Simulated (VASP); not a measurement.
Crystal: SiC.

```
CELL_PARAMETERS angstrom
3.07898 0.00000 0.00000
-1.53949 2.66648 0.00000
0.00000 0.00000 10.07959
ATOMIC_POSITIONS crystal
Si 0.66667 0.33333 0.93783
Si 0.33333 0.66667 0.43783
Si 0.00000 0.00000 0.68790
Si 0.00000 0.00000 0.18790
C 0.66667 0.33333 0.74981
C 0.33333 0.66667 0.24981
C 0.00000 0.00000 0.50046
C 0.00000 0.00000 0.00046
```

The cell is a database's computed one.

Program: VASP 6.6.1. Alike in all runs: task band structure; no spin polarisation; cell as given; k mesh 12 × 12 × 3; cutoff (eV) 520; smearing gaussian 0.03 eV.

Order these runs on this cell by their band gap on the k mesh, lowest first.
A. level TB-mBJ; potentials or basis VASP PAW PBE potentials, release 64 (Si, C)
B. level LDA; potentials or basis VASP PAW LDA potentials, release 64 (Si, C)
C. level r2SCAN; potentials or basis VASP PAW PBE potentials, release 64 (Si, C)

B (2.17 eV), C (2.61 eV), A (3.18 eV).

Runs at the PBE level aren't shown here.
